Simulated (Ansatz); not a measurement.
# GaSb: pressure against volume

The task here is to estimate one member of a computed series from the others.

The COD entry's cell or inner coordinates are ideal or old and differ from later refinements, so a difference from it is no clean test against experiment.

Method: DFT PBE, scalar-relativistic, in Ansatz 0.2.0.

### The starting structure

Symmetry: F-43m, No. 216, cubic system. Conventional cell: a = 6.118 Å, b = 6.118 Å, c = 6.118 Å, α = 90.00°, β = 90.00°, γ = 90.00°. Ga (site symmetry -43m) has 4 Sb at 2.65 Å as nearest neighbours. Sb (site symmetry -43m) has 4 Ga at 2.65 Å as nearest neighbours.

Coordinates:

```
CELL_PARAMETERS angstrom
0.00000 3.05900 3.05900
3.05900 0.00000 3.05900
3.05900 3.05900 0.00000
ATOMIC_POSITIONS crystal
Ga 0.00000 0.00000 0.00000
Sb 0.75000 0.75000 0.75000
```

Structure: COD 9008847, as refined from experiment and not relaxed.

Atoms are numbered in the order of the input: Ga1, Sb2.

The first run:

File input.yaml:

```yaml
crystal:
  lattice:
    - [0.0, 2.9970851163, 2.9970851163]
    - [2.9970851163, 0.0, 2.9970851163]
    - [2.9970851163, 2.9970851163, 0.0]
  atoms:
    - { symbol: Ga, position: [0.0, 0.0, 0.0] }
    - { symbol: Sb, position: [0.75, 0.75, 0.75] }
kpoints:
  mp_grid: { grid: [9, 9, 9] }
scf:
  occupations: { method: fermi_dirac, width: 0.05 }
hamiltonian:
  xc: pbe
  pseudopotentials: { kind: all_electron, lapw: { basis_error: 0.0005 } }
output:
  forces: true
  stress: true
  eigenvalues: true
```

Among the steps run: Volume × 0.9405, LAPW; Volume × 0.9405, PAW; Volume × 0.9405, crystal datasets; Volume × 0.97, LAPW; Volume × 0.97, PAW; Volume × 1.03, LAPW; Volume × 1.03, PAW; Volume × 1.06, LAPW; Volume × 1.06, PAW; Volume × 1.06, crystal datasets.

One table of the session follows, with a row left open; its other results are not shown here.

It belongs to the step «Fits». 

| method | volume (Å³/atom) | pressure (GPa) |
| --- | --- | --- |
| LAPW | 26.921 | 6.23 |
| LAPW | 27.766 | 4.13 |
| LAPW | 28.625 | 2.33 |
| LAPW | 29.483 | ? |
| LAPW | 30.342 | -0.50 |
| PAW | 26.921 | 6.23 |
| PAW | 27.766 | 4.12 |
| PAW | 28.625 | 2.33 |
| PAW | 29.483 | 0.80 |
| PAW | 30.342 | -0.50 |
| crystal datasets | 26.921 | 6.23 |
| crystal datasets | 28.625 | 2.33 |
| crystal datasets | 30.342 | -0.50 |

Q: Estimate the row for LAPW, 29.483 from the others.

As computed: pressure (GPa): 0.81. In the column «pressure (GPa)» it lies between PAW, 29.483 (0.80) and LAPW, 28.625 (2.33).

Caveats from the session: Warnings in the runs' records: gradients without spin orbit, crystal datasets made.
